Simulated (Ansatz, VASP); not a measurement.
**Ca in VASP and in Ansatz**

The input INCAR:

```
SYSTEM = Ca
ALGO     = Normal         ! electronic algorithm
EDIFF    = 1E-7           ! SCF threshold, eV
ENCUT    = 520            ! plane-wave cutoff, eV
GGA      = PE             ! functional
ISIF     = 2              ! what is computed and relaxed
ISMEAR   = -1             ! smearing method
LASPH    = .TRUE.         ! aspherical terms in the spheres
LCHARG   = .FALSE.        ! write CHGCAR
LREAL    = .FALSE.        ! projectors in reciprocal space
LWAVE    = .FALSE.        ! write WAVECAR
NBANDS   = 11             ! bands
NELM     = 80             ! most SCF steps
PREC     = Accurate       ! precision mode
SIGMA    = 0.05           ! smearing width, eV
```

The input KPOINTS:

```
k-points
0
G
  8 8 8
  0 0 0
```

File POSCAR:

```
Ca
1.0
   -2.2097260186      2.2097260186      2.2097260186
    2.2097260186     -2.2097260186      2.2097260186
    2.2097260186      2.2097260186     -2.2097260186
Ca
1
Direct
    0.0000000000      0.0000000000      0.0000000000
```

input.yaml

```yaml
crystal:
  lattice:
    - [-2.2097260186, 2.2097260186, 2.2097260186]
    - [2.2097260186, -2.2097260186, 2.2097260186]
    - [2.2097260186, 2.2097260186, -2.2097260186]
  atoms:
    - { symbol: Ca, position: [0.0, 0.0, 0.0] }
hamiltonian:
  xc: pbe
  pseudopotentials: { kind: paw }
kpoints:
  mp_grid: { grid: [8, 8, 8] }
scf:
  occupations: { method: fermi_dirac, width: 0.05 }
output:
  forces: true
  stress: true
  eigenvalues: true
  write_density: true
  write_potential: true
  elf: true
  volumetric_format: npy
```

Change from the starting cell: volume scaled by 0.96.

Alike in both runs: task single point; functional PBE; k mesh 8 × 8 × 8; occupations fermi-dirac, width 0.05 eV; no spin polarisation.

|  | VASP | Ansatz |
| --- | --- | --- |
| version | VASP 6.6.1 | Ansatz 0.2.0 |
| potentials or method | VASP PAW PBE potentials, release 64 (Ca_sv) | Ansatz PAW |
| plane-wave cutoff (eV) | 520 | 420 |
| valence electrons in the cell | 10 | 10 |

```csv
,VASP,Ansatz,Ansatz less VASP
gap on the k mesh at the Fermi level (eV),none,none,-
pressure (GPa),-0.4,-0.4,-0.01
```

A gap of «none» marks a metal or a gap that the smearing closes.
